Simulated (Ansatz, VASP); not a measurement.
# WS2: VASP beside Ansatz

```
W S
1.0
     1.59860    0.92295    6.08710
    -1.59860    0.92295    6.08710
     0.00000   -1.84590    6.08710
W S
1 2
Direct
  0.00000 0.00000 0.00000
  0.24773 0.24773 0.24773
  0.75227 0.75227 0.75227
```

The cell was built by a generator and needn't be a form met in nature.

Alike in both runs: task single point; functional PBE; k mesh 6 × 6 × 6; occupations fermi-dirac, width 0.02 eV; no spin polarisation.

```csv
,VASP,Ansatz
version,VASP 6.6.1,Ansatz 0.2.0
potentials or method,"VASP PAW PBE potentials, release 64 (W_sv, S)","plane waves, PAW"
plane-wave cutoff (eV),520,420
valence electrons in the cell,26,26
```

```tsv
	VASP	Ansatz	Ansatz less VASP
pressure (GPa)	3.1	3.1	+0.05
largest component of the traceless stress (GPa)	0.97	0.96	-0.014
rms of the force components (eV/Å)	0.076	0.077	+0.0008
```

Atom by atom the forces differ by 0.001 eV/Å (rms over components). With one functional, cell and mesh, what is left measures potentials, basis and numerics.

Caveats: the k mesh is coarse (spacing up to 0.38 Å⁻¹), so the values aren't converged. Spin-orbit coupling is left out, which matters for the levels of W.
